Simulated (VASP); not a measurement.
The system is AlN.

```
Al N
1.0
     3.31212    0.00000    0.00000
    -1.65606    2.86838    0.00000
     0.00000    0.00000    4.18756
Al N
2 2
Cartesian
  1.6561 0.9561 1.0469
  0.0000 1.9123 3.1407
  1.6561 0.9561 3.1407
  0.0000 1.9123 1.0469
```

Measurements of this composition are mostly on another form, of space group No. 186.

```yaml
Program: VASP 6.6.1
Task: relaxation of cell and atoms
Functional: r2SCAN
Potentials_or_basis: VASP PAW PBE potentials, release 64 (Al, N)
Cutoff: 600 eV
k_mesh: 9 × 9 × 7
Occupations: gaussian, width 0.05 eV
Spin: no spin polarisation
```

At the start: pressure -5.5 GPa; volume 9.95 Å³/atom.

Task: Where does the relaxation end?

Result: Over 5 steps the energy falls by 4.6 meV/atom and the volume is 9.69 Å³/atom (-2.6 %); space group P6_3/mmc (No. 194, to 0.05 Å).

The path:
```
step  energy change (eV)  largest force (eV/Å)  pressure (GPa)  volume (Å³)
   1              0.0000                0.0000           -5.48        39.78
   2             -0.0014                0.0000            5.80        37.86
   3             -0.0177                0.0000            0.03        38.78
   4             -0.0184                0.0000            0.03        38.76
   5             -0.0186                0.0000            0.03        38.75
```

Final structure:
```xyz
4
Lattice="3.2911 0.0000 0.0000 -1.6455 2.8502 0.0000 0.0000 0.0000 4.1313" Properties=species:S:1:pos:R:3 pbc="T T T"
Al    1.6455    0.9501    1.0328
Al    0.0000    1.9001    3.0985
N     1.6455    0.9501    3.0985
N     0.0000    1.9001    1.0328
```

Caveat: the PAW data sets were made with another functional, which shifts forces and pressure a little.
